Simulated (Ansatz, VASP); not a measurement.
Ge: VASP beside Ansatz

File INCAR:

```
PREC = Accurate
ENCUT = 520
EDIFF = 1E-7
ISMEAR = -1
SIGMA = 0.05
LREAL = False
LASPH = True
NELM = 100
ALGO = Normal
ISIF = 2
LWAVE = False
LCHARG = False
GGA = PS
```

KPOINTS

```
regular mesh
0
Gamma
  5 5 5
```

Contents of POSCAR:

```
Ge
1.0
    0.0000000000      2.8857400000      5.1156650000
    2.6304970000      0.0000000000      5.1156650000
    2.6304970000      2.8857400000      0.0000000000
Ge
4
Direct
    0.7264900000      0.2735100000      0.7264900000
    0.2735100000      0.7264900000      0.2735100000
    0.2181330000      0.2181330000      0.7818670000
    0.7818670000      0.7818670000      0.2181330000
```

File KPOINTS_OPT:

```
path GYCDXGZD1HC,C1Z,XH1,HY,LG
10
line-mode
reciprocal
 0.0000000000  0.0000000000  0.0000000000  G
 0.5000000000  0.0000000000  0.5000000000  Y

 0.5000000000  0.0000000000  0.5000000000  Y
 0.5000000000  0.1083705569  0.6083705569  C

 0.5000000000  0.1083705569  0.6083705569  C
 0.0286819066  0.5000000000  0.5286819066  D

 0.0286819066  0.5000000000  0.5286819066  D
 0.0000000000  0.5000000000  0.5000000000  X

 0.0000000000  0.5000000000  0.5000000000  X
 0.0000000000  0.0000000000  0.0000000000  G

 0.0000000000  0.0000000000  0.0000000000  G
 0.5000000000  0.5000000000  0.0000000000  Z

 0.5000000000  0.5000000000  0.0000000000  Z
 0.9713180934  0.5000000000  0.4713180934  D1

 0.9713180934  0.5000000000  0.4713180934  D1
 0.9098640972  0.4098640972  0.5000000000  H

 0.9098640972  0.4098640972  0.5000000000  H
 0.5000000000  0.1083705569  0.6083705569  C

 0.5000000000  0.8916294431  0.3916294431  C1
 0.5000000000  0.5000000000  0.0000000000  Z

 0.0000000000  0.5000000000  0.5000000000  X
 0.0901359028  0.5901359028  0.5000000000  H1

 0.9098640972  0.4098640972  0.5000000000  H
 0.5000000000  0.0000000000  0.5000000000  Y

 0.5000000000  0.5000000000  0.5000000000  L
 0.0000000000  0.0000000000  0.0000000000  G
```

input.yaml

```yaml
crystal:
  lattice:
    - [0.0, 2.88574, 5.115665]
    - [2.630497, 0.0, 5.115665]
    - [2.630497, 2.88574, 0.0]
  atoms:
    - { symbol: Ge, position: [0.72649, 0.27351, 0.72649] }
    - { symbol: Ge, position: [0.27351, 0.72649, 0.27351] }
    - { symbol: Ge, position: [0.218133, 0.218133, 0.781867] }
    - { symbol: Ge, position: [0.781867, 0.781867, 0.218133] }
hamiltonian:
  xc: pbesol
  pseudopotentials: { kind: paw }
kpoints:
  mp_grid: { grid: [5, 5, 5] }
  band_path:
    path:
      - [[0.0, 0.0, 0.0], [0.5, 0.0, 0.5], [0.5, 0.1083705569, 0.6083705569], [0.0286819066, 0.5, 0.5286819066], [0.0, 0.5, 0.5], [0.0, 0.0, 0.0], [0.5, 0.5, 0.0], [0.9713180934, 0.5, 0.4713180934], [0.9098640972, 0.4098640972, 0.5], [0.5, 0.1083705569, 0.6083705569]]
      - [[0.5, 0.8916294431, 0.3916294431], [0.5, 0.5, 0.0]]
      - [[0.0, 0.5, 0.5], [0.0901359028, 0.5901359028, 0.5]]
      - [[0.9098640972, 0.4098640972, 0.5], [0.5, 0.0, 0.5]]
      - [[0.5, 0.5, 0.5], [0.0, 0.0, 0.0]]
    npoints: 14
scf:
  occupations: { method: fermi_dirac, width: 0.05 }
  n_extra_bands: 10
output:
  forces: true
  stress: true
  eigenvalues: true
  fatbands: false
  write_density: true
  write_potential: true
  elf: true
  volumetric_format: npy
```

This isn't the form of Ge at room conditions, which is diamond.

Alike in both runs: task band structure; functional PBEsol; k mesh 5 × 5 × 5; occupations fermi-dirac, width 0.05 eV; no spin polarisation.

```csv
,VASP,Ansatz
version,VASP 6.6.1,Ansatz 0.2.0
potentials or method,"VASP PAW PBE potentials, release 64 (Ge_d)",Ansatz PAW
plane-wave cutoff (eV),520,420
valence electrons in the cell,56,56
```

```tsv
	VASP	Ansatz	Ansatz less VASP
gap on the k mesh at the Fermi level (eV)	none	none	-
pressure (GPa)	-3.7	-3.7	+0.01
largest component of the traceless stress (GPa)	0.23	0.25	+0.012
rms of the force components (eV/Å)	0.040	0.039	-0.0009
```

Atom by atom the forces differ by 0.001 eV/Å (rms over components). A gap of «none» marks a metal or a gap that the smearing closes.

Caveats: the PAW data sets were made with another functional, which shifts forces and pressure a little (VASP); the PAW data sets come from PBE, with cores solved anew for the run's functional, which leaves a small shift of forces and pressure (Ansatz).
